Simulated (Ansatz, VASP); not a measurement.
**One calculation of NaCl, two programs**

File INCAR:

```
ALGO = Normal ; EDIFF = 1E-7
ENCUT = 520 ; GGA = PE
ISIF = 2 ; ISMEAR = -1
LASPH = True ; LCHARG = False
LREAL = False ; LWAVE = False
NBANDS = 14 ; NELM = 60
PREC = Accurate ; SIGMA = 0.05
```

The input KPOINTS:

```
k-points
0
Gamma
  8 8 8
```

File POSCAR:

```
NaCl
1.0
    3.4548573058      0.0000000000      0.0000000000
    0.0000000000      3.4548573058      0.0000000000
    0.0000000000      0.0000000000      3.4548573058
Cl Na
1 1
Direct
    0.5000000000      0.5000000000      0.5000000000
    0.0000000000      0.0000000000      0.0000000000
```

File input.yaml:

```yaml
crystal:
  lattice:
    - [3.4548573058, 0.0, 0.0]
    - [0.0, 3.4548573058, 0.0]
    - [0.0, 0.0, 3.4548573058]
  atoms:
    - { symbol: Cl, position: [0.5, 0.5, 0.5] }
    - { symbol: Na, position: [0.0, 0.0, 0.0] }
hamiltonian:
  xc: pbe
  pseudopotentials: { kind: paw }
kpoints:
  mp_grid: { grid: [8, 8, 8] }
scf:
  occupations: { method: fermi_dirac, width: 0.05 }
output:
  forces: true
  stress: true
  eigenvalues: true
```

Change from the starting cell: volume scaled by 0.96.

Alike in both runs: task single point; functional PBE; k mesh 8 × 8 × 8; occupations fermi-dirac, width 0.05 eV; no spin polarisation.

```csv
,VASP,Ansatz
version,VASP 6.6.1,Ansatz 0.2.0
potentials or method,"VASP PAW PBE potentials, release 64 (Cl, Na_pv)",Ansatz PAW
plane-wave cutoff (eV),520,420
valence electrons in the cell,14,16
```

|  | VASP | Ansatz | Ansatz less VASP |
| --- | --- | --- | --- |
| gap on the k mesh at the Fermi level (eV) | 4.12 | 4.12 | 0.000 |
| least direct gap on the mesh (eV) | 4.64 | 4.64 | 0.000 |
| pressure (GPa) | 1.2 | 1.3 | +0.05 |

With one functional, cell and mesh, what is left measures potentials, basis and numerics. The two sets of potentials don't hold the same shells in valence.

A k mesh can miss the band edges.
